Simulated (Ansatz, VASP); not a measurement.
# One calculation of Pd, two programs

```
CELL_PARAMETERS angstrom
2.78759 0.00000 0.00000
0.00000 2.78759 0.00000
0.00000 0.00000 19.38733
ATOMIC_POSITIONS crystal
Pd 0.50000 0.50000 0.20632
Pd 0.00000 0.00000 0.30657
Pd 0.50000 0.50000 0.40683
```

Alike in both runs: task single point; functional PBE; k mesh 10 × 10 × 1; occupations gaussian, width 0.1 eV; no spin polarisation.

|  | VASP | Ansatz |
| --- | --- | --- |
| version | VASP 6.6.1 | Ansatz 0.2.0 |
| potentials or method | VASP PAW PBE potentials, release 64 (Pd) | scalar-relativistic, plane waves, PAW |
| plane-wave cutoff (eV) | 520 | 420 |
| valence electrons in the cell | 30 | 54 |

```tsv
	VASP	Ansatz	Ansatz less VASP
gap on the k mesh at the Fermi level (eV)	none	none	-
rms of the force components (eV/Å)	0.006	0.001	-0.0057
work function, face that differs most (eV)	5.04	5.10	+0.066
```

Atom by atom the forces differ by 0.007 eV/Å (rms over components). A gap of «none» marks a metal or a gap that the smearing closes. The two sets of potentials don't hold the same shells in valence.
